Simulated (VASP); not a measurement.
Wanted: the native input for a VASP 6.6.1 run.

```yaml
Task: single point
Functional: PBE
Potentials_or_basis: VASP PAW PBE potentials, release 64 (Ca_sv, O)
Cutoff: 520 eV
k_mesh: 9 × 9 × 8
Occupations: gaussian, width 0.02 eV
Spin: no spin polarisation
Dipole_correction: no
Further_INCAR_settings: ALGO = Normal; EDIFF = 1e-07; NBANDS = 15
```

The structure of CaO lies in POSCAR:

```
CaO
1.0
    3.3002833230      0.0000000000      0.0000000000
   -1.6501416615      2.8581291974      0.0000000000
    0.0000000000      0.0000000000      2.9986301491
Ca O
1 1
Direct
    0.6666666667      0.3333333333      0.0000000000
    0.3333333333      0.6666666667      0.5000000000
```

The cell was built by a generator and needn't be a form met in nature.

The input as run:

INCAR

```
PREC     = Accurate       # precision mode
ENCUT    = 520            # plane-wave cutoff, eV
EDIFF    = 1E-7           # SCF threshold, eV
ISMEAR   = 0              # smearing method
SIGMA    = 0.02           # smearing width, eV
LREAL    = F              # projectors in reciprocal space
LASPH    = T              # aspherical terms in the spheres
NELM     = 100            # most SCF steps
ALGO     = Normal         # electronic algorithm
ISIF     = 2              # what is computed and relaxed
LWAVE    = F              # write WAVECAR
LCHARG   = T              # write CHGCAR
GGA      = PE             # functional
LELF     = T              # ELF
LVHAR    = T            
NBANDS   = 15             # bands
```

KPOINTS

```
regular mesh
0
Gamma
  9 9 8
```

Potentials or basis: VASP PAW PBE potentials, release 64 (Ca_sv, O).

Command:

```console
$ cat potpaw_PBE.64/Ca_sv/POTCAR potpaw_PBE.64/O/POTCAR > POTCAR
$ mpirun -np 1 vasp_std > vasp.out
```

Results of the run:

* Pressure: 0.5 GPa
* Band gap on the k mesh: 3.32 eV, direct

Caveat: an odd mesh through Γ misses points on the zone boundary, where band edges often lie.

Wall time 12 s on 1 thread of Intel(R) Xeon(R) 6975P-C (Granite Rapids), with other jobs on the host, peak memory 0.16 GiB.
